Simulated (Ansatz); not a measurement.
## H-type MoTe2 bilayer (3R stacking) in a perpendicular field

Aim: how the H-type MoTe2 bilayer (3R stacking) screens a field along its normal, and what the field does to its bands. A positive field points along +c.

Program: Ansatz 0.2.0. Level of theory: plane-wave DFT, PBE-D3(BJ), Ansatz PAW. Results are calculated unless marked as measured.

## Step 1: Set-up

The cell holds 6 atoms: 4 Te and 2 Mo. Cell: a = 3.550 Å, b = 3.550 Å, c = 52.648 Å, α = 90.0°, β = 90.0°, γ = 120.0°. Regions: layer 1: 2H-MoTe2, 3 atoms (2 Te and 1 Mo); layer 2: 2H-MoTe2, 3 atoms (2 Te and 1 Mo). Vacuum lies along c.

## Step 2: Relaxation

The starting cell is a guess, so the in-plane lattice and the atoms are relaxed first, with the slab cut off from its images along the normal.

input.yaml reads:

```yaml
crystal:
  lattice:
    - [3.55, 0.0, 0.0]
    - [-1.775, 3.0743901834, 0.0]
    - [0.0, 0.0, 52.6482052597]
  atoms:
    - { symbol: Te, position: [0.3333333333, 0.6666666667, 0.3969745958] }
    - { symbol: Mo, position: [0.0, 0.0, 0.432817248] }
    - { symbol: Te, position: [0.3333333333, 0.6666666667, 0.4686599003] }
    - { symbol: Te, position: [0.6666666667, 0.3333333333, 0.5313400997] }
    - { symbol: Mo, position: [0.3333333333, 0.6666666667, 0.567182752] }
    - { symbol: Te, position: [0.6666666667, 0.3333333333, 0.6030254042] }
  periodic: [true, true, false]
kpoints:
  mp_grid: { grid: [12, 12, 1] }
hamiltonian:
  xc: pbe
  dispersion: d3bj
scf:
  occupations: { method: fermi_dirac, width: 0.05 }
  convergence: { dr2_threshold: 1.0e-09 }
relax:
  f_tol: 0.004
  max_steps: 90
  cell: {}
output:
  write_potential: true
  write_density: true
  volumetric_format: npy
```

The run is started by

```
$ ansatz run input.yaml --threads 4 --pin off --max-ram 8192MiB --backend cpu --events-out ev --progress --plain --runs-dir out
```

Numbers of over 12 decimals in the logs are rounded to 6 here.

Output:

```text
Warning: relax.cell: scf.convergence.dr2_threshold = 1e-9 eV is looser than the 1.38042845272e-10 eV advised for a relaxation that steers and ends on the stress (1e-10 eV for each atom of the cell: 6, times the square of relax.cell.stress_2d_tol = 0.05 N/m over 20.8 Å (the atoms' height at the walk's start and 5 Å past either face), 2.398e-2 GPa, over a crystal's default 0.05). What an SCF threshold leaves in a stress goes as its square root, and in the free energy as the threshold itself, and one threshold admits the most on a small cell: [figures from the program's tests cut] Set scf.convergence.dr2_threshold to 1.38042845272e-10 eV or tighter. [rest of the remark cut]
Engine: ansatz 0.2.0, x86_64-unknown-linux-gnu
Pseudopotentials: kind: paw
Pseudopotential: Te, paw, valence charge 16, recommended cutoff 420 eV (normal), Te.paw.azcp
Pseudopotential: Mo, paw, valence charge 14, recommended cutoff 420 eV (normal), Mo.paw.azcp
Functional definition: PBE
  parameter kappa = 0.804
  parameter beta = 0.066725
  exchange = pbe_x(kappa = kappa, mu = beta*pi^2/3)
  correlation = pbe_c(beta = beta)
Crystal: 6 atoms, lattice volume = 574.607 Å³
Basis set: ecut = 420 eV, 11101 PW (Γ), exchange–correlation on 48×48×720 points (8 copies of the dense FFT grid, shifted against one another)
Bands: 56, of which v1, the nominal top of the filled ones, is band 46 counted from 1 (45 counted from 0)
Symmetry: 6 space group operations
Space group: P3m1 (ITA 156), of the structure as read, at distance tolerance 8.3e-5 Å
k-points: 19 of 144 (time reversal used)
Non-local potential: Te, projectors of the file, l = 0: 2, l = 1: 2, l = 2: 2, l = 3: 2
Non-local potential: Mo, projectors of the file, l = 0: 3, l = 1: 2, l = 2: 2, l = 3: 1
PAW form: soft (Blöchl's): semilocal exchange-correlation on the pseudo side does not see the compensation charge
PAW one-centre angular grid: Te, 590 points (default); XC on 64 Gauss nodes
PAW one-centre angular grid: Mo, 590 points (default); XC on 64 Gauss nodes
Initial density: superposition of atomic densities (neutral atoms: chi_scale 0, normalization atom), corrected by the library's trained network
Initial wavefunctions: pseudopotential atomic-orbital guess
Functional: x = pbe(κ = 0.804, μ = 0.219515), c = pbe(β = 0.066725)
SCF iter   1: F=—  HF=-37835.971688 eV  |F-HF|=—  |Δ(HF+E_count)|=         —  Δρ=2.48e-3  dr2=1.14e-1  ethr=1.77e-3  ⟨swp⟩=17.7  Hψ=6938  notcnv=0  defer=1
preconditioner: auto → Resta (q_TF=auto, 2.010 Å⁻¹)  ε∞=2.8  [insulator: Δε(μ)=0.904 eV  Ē_g=7.002 eV  σ=0.050 eV  W_gap=1.00  n_scr=32 (ndim 8)  ℏωp=9.3 eV  f_vac=0.718  D(μ)=0.00/eV (n_scr^D=0)  ε∞_Penn≈2.8  vacuum switching on, ρ_ref=3.6e-3 e/Å³]
SCF iter   2: F=—  HF=-37835.995889 eV  |F-HF|=—  |Δ(HF+E_count)|=   2.42e-2  Δρ=2.10e-3  dr2=3.14e-1  ethr=1.24e-4  ⟨swp⟩=4.2  Hψ=2320  notcnv=0  defer=36
SCF iter   3: F=—  HF=-37835.975298 eV  |F-HF|=—  |Δ(HF+E_count)|=   2.06e-2  Δρ=1.02e-3  dr2=5.26e-3  ethr=1.24e-4  ⟨swp⟩=3.7  Hψ=1663  notcnv=0  defer=36
SCF iter   4: F=—  HF=-37835.977800 eV  |F-HF|=—  |Δ(HF+E_count)|=   2.50e-3  Δρ=1.42e-4  dr2=3.54e-4  ethr=5.72e-6  ⟨swp⟩=3.1  Hψ=1631  notcnv=0  defer=36
SCF iter   5: F=—  HF=-37835.977851 eV  |F-HF|=—  |Δ(HF+E_count)|=   5.08e-5  Δρ=1.08e-4  dr2=8.43e-4  ethr=3.84e-7  ⟨swp⟩=3.5  Hψ=1734  notcnv=0  defer=36
SCF iter   6: F=—  HF=-37835.977807 eV  |F-HF|=—  |Δ(HF+E_count)|=   4.44e-5  Δρ=4.03e-5  dr2=3.52e-5  ethr=3.84e-7  ⟨swp⟩=2.7  Hψ=1395  notcnv=0  defer=36
SCF iter   7: F=—  HF=-37835.977819 eV  |F-HF|=—  |Δ(HF+E_count)|=   1.28e-5  Δρ=5.56e-5  dr2=6.63e-5  ethr=3.83e-8  ⟨swp⟩=3.4  Hψ=2153  notcnv=0  defer=36
SCF iter   8: F=—  HF=-37835.977813 eV  |F-HF|=—  |Δ(HF+E_count)|=   6.24e-6  Δρ=9.05e-6  dr2=5.81e-7  ethr=3.83e-8  ⟨swp⟩=2.7  Hψ=1353  notcnv=0  defer=36
SCF iter   9: F=—  HF=-37835.977880 eV  |F-HF|=—  |Δ(HF+E_count)|=   6.72e-5  Δρ=2.64e-6  dr2=1.42e-7  ethr=6.31e-10  ⟨swp⟩=3.7  Hψ=2305  notcnv=0  defer=36
SCF iter  10: F=—  HF=-37835.977880 eV  |F-HF|=—  |Δ(HF+E_count)|=   5.36e-8  Δρ=2.96e-6  dr2=2.41e-7  ethr=1.54e-10  ⟨swp⟩=3.2  Hψ=1996  notcnv=0  defer=36
SCF iter  11: F=—  HF=-37835.977880 eV  |F-HF|=—  |Δ(HF+E_count)|=   2.05e-8  Δρ=1.20e-6  dr2=2.40e-8  ethr=1.54e-10  ⟨swp⟩=2.8  Hψ=1373  notcnv=0  defer=36
SCF iter  12: F=—  HF=-37835.977880 eV  |F-HF|=—  |Δ(HF+E_count)|=   3.47e-9  Δρ=4.82e-7  dr2=1.75e-9  ethr=2.61e-11  ⟨swp⟩=2.6  Hψ=1435  notcnv=0  defer=36
SCF iter  13: F=—  HF=-37835.977880 eV  |F-HF|=—  |Δ(HF+E_count)|=   1.82e-9  Δρ=1.63e-7  dr2=1.32e-9  ethr=1.09e-12  ⟨swp⟩=12.1  Hψ=7259  notcnv=0
SCF iter  14: F=-37835.977880 eV  HF=-37835.977880 eV  |F-HF|=0.00e0  |Δ(HF+E_count)|=  6.55e-11  Δρ=1.21e-7  dr2=4.72e-10  ethr=1.09e-12  ⟨swp⟩=9.9  Hψ=5511  notcnv=0
SCF 1 converged in 14 iterations: F = -37835.977880 eV  dr2 = 4.72e-10
  greatest PAW one-centre occupation: 0.998 electrons in one spin orbital (limit 2), on the Mo atom at site 4 (counted from 0), in its partial waves of l = 0
relax step   1: F+E_penalty+E_count = -37835.97788024 eV  Δ(F+E_penalty+E_count) = +0.000e0 eV  max|allowed force component| = 1.085e0 eV/Å  Δτ_max = 0.0000 Å  P = -6.765 N/m  Ω = 574.607 Å³  fix = [c, alpha, beta]  reactions: c -0.000 N/m  (14 SCF iters, accepted)
Crystal: 6 atoms, lattice volume = 563.089 Å³
Basis set: ecut = 420 eV, 10981 PW (Γ), exchange–correlation on 48×48×720 points (8 copies of the dense FFT grid, shifted against one another)
Initial density: handed on by an earlier stage of this run
Initial wavefunctions: those handed on with the density
iter 1 solved again at ethr=6.33e-4 eV; its pass at ethr=3.10e-3 eV (dr2=5.82e-1 eV) is discarded
SCF iter   1: F=—  HF=-37835.860852 eV  |F-HF|=—  |Δ(HF+E_count)|=         —  Δρ=7.59e-3  dr2=5.90e-1  ethr=6.33e-4  ⟨swp⟩=2.5  Hψ=7724  notcnv=0
preconditioner: auto → Resta (q_TF=auto, 2.017 Å⁻¹)  ε∞=2.5  [insulator: Δε(μ)=0.616 eV  Ē_g=7.561 eV  σ=0.050 eV  W_gap=1.00  n_scr=32 (ndim 8)  ℏωp=9.4 eV  f_vac=0.726  D(μ)=0.00/eV (n_scr^D=0)  ε∞_Penn≈2.5  vacuum switching on, ρ_ref=4.1e-3 e/Å³]
SCF iter   2: F=—  HF=-37835.872111 eV  |F-HF|=—  |Δ(HF+E_count)|=   1.13e-2  Δρ=6.76e-3  dr2=7.53e-1  ethr=6.33e-4  ⟨swp⟩=4.2  Hψ=1944  notcnv=0
SCF iter   3: F=—  HF=-37835.780244 eV  |F-HF|=—  |Δ(HF+E_count)|=   9.19e-2  Δρ=2.39e-3  dr2=2.37e-2  ethr=6.33e-4  ⟨swp⟩=3.2  Hψ=1818  notcnv=0  defer=40
SCF iter   4: F=—  HF=-37835.776847 eV  |F-HF|=—  |Δ(HF+E_count)|=   3.40e-3  Δρ=4.74e-4  dr2=3.58e-3  ethr=2.57e-5  ⟨swp⟩=3.6  Hψ=2063  notcnv=0  defer=40
[...]
SCF iter   9: F=—  HF=-37836.192678 eV  |F-HF|=—  |Δ(HF+E_count)|=   2.95e-6  Δρ=9.10e-6  dr2=1.33e-6  ethr=1.65e-8  ⟨swp⟩=2.4  Hψ=1358  notcnv=0  defer=19
SCF iter  10: F=—  HF=-37836.192746 eV  |F-HF|=—  |Δ(HF+E_count)|=   6.87e-5  Δρ=5.08e-6  dr2=5.01e-7  ethr=1.45e-9  ⟨swp⟩=3.4  Hψ=2053  notcnv=0  defer=23
SCF iter  11: F=—  HF=-37836.192746 eV  |F-HF|=—  |Δ(HF+E_count)|=   2.27e-9  Δρ=3.63e-6  dr2=1.74e-7  ethr=5.44e-10  ⟨swp⟩=2.6  Hψ=1363  notcnv=0  defer=23
SCF iter  12: F=—  HF=-37836.192746 eV  |F-HF|=—  |Δ(HF+E_count)|=   2.99e-9  Δρ=7.41e-7  dr2=6.18e-9  ethr=1.90e-10  ⟨swp⟩=3.2  Hψ=1645  notcnv=0  defer=23
SCF iter  13: F=-37836.192746 eV  HF=-37836.192746 eV  |F-HF|=2.97e-9  |Δ(HF+E_count)|=   3.30e-9  Δρ=3.43e-7  dr2=5.45e-10  ethr=1.09e-12  ⟨swp⟩=11.1  Hψ=8721  notcnv=0
SCF 3 converged in 13 iterations: F = -37836.192746 eV  dr2 = 5.45e-10
relax step   3: F+E_penalty+E_count = -37836.19274641 eV  Δ(F+E_penalty+E_count) = -2.149e-1 eV  max|allowed force component| = 2.365e-1 eV/Å  Δτ_max = 0.0968 Å  P = -1.126 N/m  Ω = 560.523 Å³  energy of the carried Pulay correction = +6.889e-4 eV  fix = [c, alpha, beta]  reactions: c -0.000 N/m  (13 SCF iters, accepted)
[...]
relax step   4: F+E_penalty+E_count = -37836.20372263 eV  Δ(F+E_penalty+E_count) = -1.098e-2 eV  max|allowed force component| = 2.709e-2 eV/Å  Δτ_max = 0.0963 Å  P = +0.210 N/m  Ω = 559.593 Å³  energy of the carried Pulay correction = +7.350e-4 eV  fix = [c, alpha, beta]  reactions: c +0.000 N/m  (13 SCF iters, accepted)
[...]
relax step   5: F+E_penalty+E_count = -37836.20363711 eV  Δ(F+E_penalty+E_count) = +8.552e-5 eV  max|allowed force component| = 4.282e-2 eV/Å  Δτ_max = 0.0307 Å  P = +0.039 N/m  Ω = 560.342 Å³  energy of the carried Pulay correction = +6.979e-4 eV  fix = [c, alpha, beta]  (12 SCF iters, rejected (line search))
[...]
relax step   6: F+E_penalty+E_count = -37836.20403803 eV  Δ(F+E_penalty+E_count) = -3.154e-4 eV  max|allowed force component| = 2.024e-3 eV/Å  Δτ_max = 0.0127 Å  P = +0.025 N/m  Ω = 560.111 Å³  energy of the carried Pulay correction = +7.093e-4 eV  fix = [c, alpha, beta]  reactions: c +0.000 N/m  (11 SCF iters, accepted)
Initial wavefunctions: pseudopotential atomic-orbital guess (no wavefunctions were taken with the density)
iter 1 solved again at ethr=8.51e-8 eV; its pass at ethr=3.10e-3 eV (dr2=7.83e-5 eV) is discarded
SCF iter   1: F=—  HF=-37836.203275 eV  |F-HF|=—  |Δ(HF+E_count)|=         —  Δρ=1.78e-5  dr2=2.50e-7  ethr=8.51e-8  ⟨swp⟩=7.1  Hψ=12091  notcnv=0
preconditioner: auto → Resta (q_TF=auto, 2.019 Å⁻¹)  ε∞=2.6  [insulator: Δε(μ)=0.899 eV  Ē_g=7.337 eV  σ=0.050 eV  W_gap=1.00  n_scr=32 (ndim 8)  ℏωp=9.4 eV  f_vac=0.724  D(μ)=0.00/eV (n_scr^D=0)  ε∞_Penn≈2.6  vacuum switching on, ρ_ref=3.9e-3 e/Å³]
SCF iter   2: F=—  HF=-37836.203284 eV  |F-HF|=—  |Δ(HF+E_count)|=   8.42e-6  Δρ=8.82e-6  dr2=6.60e-8  ethr=2.72e-10  ⟨swp⟩=4.4  Hψ=2978  notcnv=0
SCF iter   3: F=—  HF=-37836.203284 eV  |F-HF|=—  |Δ(HF+E_count)|=   1.10e-7  Δρ=2.76e-6  dr2=1.45e-7  ethr=7.17e-11  ⟨swp⟩=2.9  Hψ=2103  notcnv=0
SCF iter   4: F=—  HF=-37836.203284 eV  |F-HF|=—  |Δ(HF+E_count)|=   1.03e-8  Δρ=1.35e-6  dr2=1.89e-8  ethr=7.17e-11  ⟨swp⟩=3.0  Hψ=1678  notcnv=0
SCF iter   5: F=—  HF=-37836.203284 eV  |F-HF|=—  |Δ(HF+E_count)|=   2.36e-9  Δρ=5.89e-7  dr2=9.17e-9  ethr=2.06e-11  ⟨swp⟩=2.8  Hψ=1435  notcnv=0
SCF iter   6: F=-37836.203284 eV  HF=-37836.203284 eV  |F-HF|=1.51e-9  |Δ(HF+E_count)|=   1.14e-9  Δρ=1.92e-7  dr2=1.89e-10  ethr=1.09e-12  ⟨swp⟩=15.9  Hψ=9177  notcnv=0
SCF 7 converged in 6 iterations: F = -37836.203284 eV  dr2 = 1.89e-10
relax step   7: F+E_penalty+E_count = -37836.20328388 eV  Δ(F+E_penalty+E_count) = +7.541e-4 eV  max|allowed force component| = 2.019e-3 eV/Å  Δτ_max = 0.0000 Å  P = +0.028 N/m  Ω = 560.111 Å³  fix = [c, alpha, beta]  reactions: c +0.000 N/m  stress off target by 2.80e-2 N/m on what of the cell is left free  SCF on the basis re-selected at this cell (its energy is not comparable with the rows above)  (6 SCF iters)
basis re-selected at this cell: Δ(F+E_penalty+E_count) = +7.541e-4 eV, ΔP = +0.003 N/m vs the last step (what re-selecting the basis moved, of the pressure what is left beyond the Pulay correction that the steps carried, after the strain that the cell walked since its last selection, with what the two solves' SCF thresholds leave and, on support functions, any second-order correction that the steps lacked; it is no m [...]
WARN: The output density's exchange-correlation potential varies sharply where the density is thin. Do not read a vacuum level from v_tot or v_xc, or from such a field of the output density. On a cell that repeats whose density bears no net charge and no dipole along the vacuum's axis use v_es (v_loc + v_h of the components); under efield.dipole_correction with no amplitude use v_es + v_field, which holds any externa [...]
SCF converged after 6 iterations
Free energy (F): -37836.203284 eV
Harris-Foulkes:  -37836.203284 eV  (|F-HF|=1.51e-9)
Internal energy: -37836.203268 eV  (E = F + TS)
E sigma→0 (E₀):  -37836.203276 eV
Entropy (-TS):   -0.000015 eV (-0.003 meV/atom)
Fermi energy:    -4.242395 eV
--- Per-component energies (eV) ---
  E_band       = -2722.081531
  E_kinetic    = 1609.620591
  E_local      = -640786.996093  (includes V_loc(G=0)·N_el)
  E_nonlocal   = -952.624022
  E_hartree    = 320047.729661
  E_xc         = -865.950161
  E_vxc        = -877.140996  (∫ρ·V_xc dr)
  E_paw        = -25053.946252  (= ΣΔE_a)
  E_vpaw       = -1810.398858  (= ΣTr[D̂ρ^β])
  E_aug_tail   = -0.000614  (compensation charges beyond the density's cutoff)
  E_ewald      = 308168.802207
  E_disp       = -2.838585  (pairwise vdW)
  E_smearing   = -0.000015  (= −TS)
  E_closure    = 0.000000  (closes the sum)
  Σ components = -37836.203284   (vs F -37836.203284, Δ=0.00e0)
--- Forces (eV/Å), atoms counted from 1 ---
  atom   1  Te     0.00000000     0.00000000    -0.00102050
  atom   2  Mo     0.00000000    -0.00000000    -0.00201875
  atom   3  Te    -0.00000000     0.00000000     0.00001917
  atom   4  Te    -0.00000000     0.00000000     0.00053731
  atom   5  Mo     0.00000000    -0.00000000     0.00121708
  atom   6  Te    -0.00000000     0.00000000     0.00126725
  max |Σ_I F_I| component: 1.56e-6 eV/Å
--- 2D stress c σ (N/m, compression-positive) ---
        0.027990       0.000000       0.000000
        0.000000       0.027990       0.000000
        0.000000       0.000000       0.000000
  P = ½ c Tr σ = 0.0280 N/m
--- Band table (eV; the first three rows and the last of 19) ---
  k-point 0: bands = [... 42 lower, -5.6303, -5.6303, -5.5484, -4.6600, -1.7689, -1.7689, -1.6097, -1.6097, ... 6 higher]
  k-point 1: bands = [... 42 lower, -5.7151, -5.5657, -5.4851, -4.6958, -2.1535, -2.0348, -1.9518, -1.8454, ... 6 higher]
  k-point 2: bands = [... 42 lower, -5.8944, -5.5941, -5.5142, -5.0019, -2.8915, -2.7278, -2.6087, -2.3724, ... 6 higher]
  k-point 18: bands = [... 42 lower, -6.7296, -6.5856, -4.8834, -4.7874, -3.6872, -3.6296, -3.1083, -3.0457, ... 6 higher]
  the weakly bound empty levels are not read free of the cell's end (no_gap_told)
--- Relaxed structure (6 steps of the walk, 4 accepted, 1 SCFs on fresh bases) ---
  F+E_penalty+E_count = -37836.20328388 eV   max|allowed force component| = 2.019e-3 eV/Å   (the final SCF, on the basis selected at the relaxed cell)
  cell:  # Å, volume = 560.1107 Å³
    - [3.504934, -1.667777226530868e-18, 0]
    - [-1.752467, 3.035362, 0]
    - [0, 0, 52.6482052597]
  atoms:
    - { symbol: Te, position: [0.333333, 0.666667, 0.400394] }
    - { symbol: Mo, position: [-1.508044844604092e-17, -2.4671622769088904e-17, 0.434896] }
    - { symbol: Te, position: [0.333333, 0.666667, 0.469311] }
    - { symbol: Te, position: [0.666667, 0.333333, 0.530655] }
    - { symbol: Mo, position: [0.333333, 0.666667, 0.565148] }
    - { symbol: Te, position: [0.666667, 0.333333, 0.599596] }
```

Run time: 4 min. Hardware: 4 threads of Intel Xeon at 2.50GHz (Skylake/Cascade Lake), shared host; peak memory 1.3 GiB.

Step by step:

| step | energy less that of the first step (eV) | largest force component (eV/Å) | volume (Å³) |
| --- | --- | --- | --- |
| 1 | 0.0000 | 1.0852 | 574.61 |
| 2 | 0.2011 | 1.9698 | 563.09 |
| 3 | -0.2149 | 0.2365 | 560.52 |
| 4 | -0.2258 | 0.0271 | 559.59 |
| 5 | -0.2258 | 0.0428 | 560.34 |
| 6 | -0.2262 | 0.0020 | 560.11 |
| 7* | -0.2254 | 0.0020 | 560.11 |

Relaxation steps marked * repeat the geometry before them on a plane-wave basis chosen anew for their cell, so energy and pressure can jump there. Relaxation steps 2, 5 were tried and not accepted.

Forces are held to the 6 operations that the run works with; a distortion that breaks them can't arise in this run.

| cell as run | before | after | change |
| --- | --- | --- | --- |
| a (Å) | 3.550 | 3.505 | -1.3 % |
| b (Å) | 3.550 | 3.505 | -1.3 % |

The atoms that moved most (Å, along periodic axes as changes of fractional coordinates times the final cell, across vacuum about the mean position):

| atom | dx | dy | dz | length |
| --- | --- | --- | --- | --- |
| Te6 | 0.000 | 0.000 | -0.181 | 0.181 |
| Te1 | 0.000 | 0.000 | 0.180 | 0.180 |
| Mo2 | 0.000 | 0.000 | 0.109 | 0.109 |
| Mo5 | 0.000 | 0.000 | -0.107 | 0.107 |
| Te4 | 0.000 | 0.000 | -0.036 | 0.036 |
| Te3 | 0.000 | 0.000 | 0.034 | 0.034 |

Final coordinates:

```xyz
6
Lattice="3.5049 0.0000 0.0000 -1.7525 3.0354 0.0000 0.0000 0.0000 52.6482" Properties=species:S:1:pos:R:3
Te    0.0000    2.0236   21.0800
Mo    0.0000    0.0000   22.8965
Te    0.0000    2.0236   24.7084
Te    1.7525    1.0118   27.9380
Mo    0.0000    2.0236   29.7540
Te    1.7525    1.0118   31.5676
```

The lattice constant a goes from 3.550 to 3.505 Å.

(Continued in part 2 of 3.)

[Logs are printed without paths, hosts, clocks, repeated set-up lines and the standing remarks that a program may print on its own settings, such as how far it seeks lower states.]

[Hosts, paths, dates, database ids (printed as entryN), source tags and the programs' standing remarks are cut or masked in the printed files.]

[Maps of the electrostatic potential energy from Ansatz leave out the sawtooth potential of an applied field or a dipole correction, so their vacuum need not be flat; planar profiles and work functions include it.]
